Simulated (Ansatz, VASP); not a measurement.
# One calculation of AlRu, two programs

```
Al Ru
1.0
     2.97641    0.00000    0.00000
     0.00000    2.97641    0.00000
     0.00000    0.00000    2.97641
Al Ru
1 1
Direct
  0.00000 0.00000 0.00000
  0.50000 0.50000 0.50000
```

Alike in both runs: functional PBEsol; k mesh 14 × 14 × 14; occupations gaussian, width 0.1 eV; no spin polarisation.

Ansatz relaxed the structure, and its values are those at the end. VASP's run is a single point on that final structure, the one shown.

|  | VASP | Ansatz |
| --- | --- | --- |
| version | VASP 6.6.1 | Ansatz 0.2.0 |
| potentials or method | VASP PAW PBE potentials, release 64 (Al, Ru_pv) | scalar-relativistic, plane waves, PAW |
| plane-wave cutoff (eV) | 520 | 420 |
| valence electrons in the cell | 17 | 19 |

|  | VASP | Ansatz | Ansatz less VASP |
| --- | --- | --- | --- |
| gap on the k mesh at the Fermi level (eV) | none | none | - |
| pressure (GPa) | 0.0 | 0.0 | -0.07 |

A gap of «none» marks a metal or a gap that the smearing closes. The functional is the same, so the differences come from potentials, cutoffs and numerics. The two sets of potentials don't hold the same shells in valence.

Caveats: the PAW data sets were made with another functional, which shifts forces and pressure a little (VASP).
